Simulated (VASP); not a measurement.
Set up this calculation in VASP 6.6.1, as the native input.

```
Task                   : work function
Functional             : PBEsol
Potentials or basis    : VASP PAW PBE potentials, release 64 (Ga_d, P)
Cutoff                 : 520 eV
k mesh                 : 4 × 6 × 1
Occupations            : gaussian, width 0.05 eV
Spin                   : no spin polarisation
Dipole correction      : yes
Further INCAR settings : ALGO = Normal; EDIFF = 1e-06
```

The structure of GaP lies in POSCAR:

```
GaP                                     
1.0
    5.4505000000      0.0000000000      0.0000000000
    0.0000000000      3.8540855110      0.0000000000
    0.0000000000      0.0000000000     23.7081710220
  Ga              P             
     5     5
Direct
     0.5526357521781902    0.5000000000000000    0.3560171158499711
     0.9770167015573421    0.0000000000000000    0.4163700304259794
     0.4821904678080212    0.5000000000000000    0.5000000000000000
     0.9770167015573421    0.0000000000000000    0.5836299695740206
     0.5526357521781902    0.5000000000000000    0.6439828841500291
     0.7595307395668508    0.0000000000000000    0.3296868858356862
     0.2271454846627746    0.5000000000000000    0.4191412679652466
     0.7351521762616633    0.0000000000000000    0.5000000000000000
     0.2271454846627746    0.5000000000000000    0.5808587320347535
     0.7595307395668508    0.0000000000000000    0.6703131141643139
```

One way to write it, as run:

INCAR

```
PREC     = Accurate       # precision mode
ENCUT    = 520            # plane-wave cutoff, eV
EDIFF    = 1E-6           # SCF threshold, eV
ISMEAR   = 0              # smearing method
SIGMA    = 0.05           # smearing width, eV
LREAL    = F              # projectors in reciprocal space
LASPH    = T              # aspherical terms in the spheres
NELM     = 100            # most SCF steps
ALGO     = Normal         # electronic algorithm
ISIF     = 2              # what is computed and relaxed
LWAVE    = F              # write WAVECAR
LCHARG   = T              # write CHGCAR
LDIPOL   = T            
IDIPOL   = 3            
DIPOL    = 0.5 0.5 0.500
GGA      = PS             # functional
LVHAR    = T            
LVACPOTAV= T            
KPAR     = 8
```

KPOINTS

```
regular mesh
0
Gamma
  4 6 1
```

Potentials or basis: VASP PAW PBE potentials, release 64 (Ga_d, P).

Launch:

```console
$ cat potpaw_PBE.64/Ga_d/POTCAR potpaw_PBE.64/P/POTCAR > POTCAR
$ mpirun -np 8 vasp_std > vasp.out
```

It gave:

- Largest force: 0.010 eV/Å
- Band gap on the k mesh: 0.88 eV, indirect (least direct gap 1.60 eV)
- Ionisation potential of the upper face: 5.33 eV

Caveat: the PAW data sets were made with another functional, which shifts forces and pressure a little.

Run time: 2.6 min on 8 MPI ranks on Intel(R) Xeon(R) Platinum 8488C (Sapphire Rapids) (shared host), peak memory 0.66 GiB a rank.
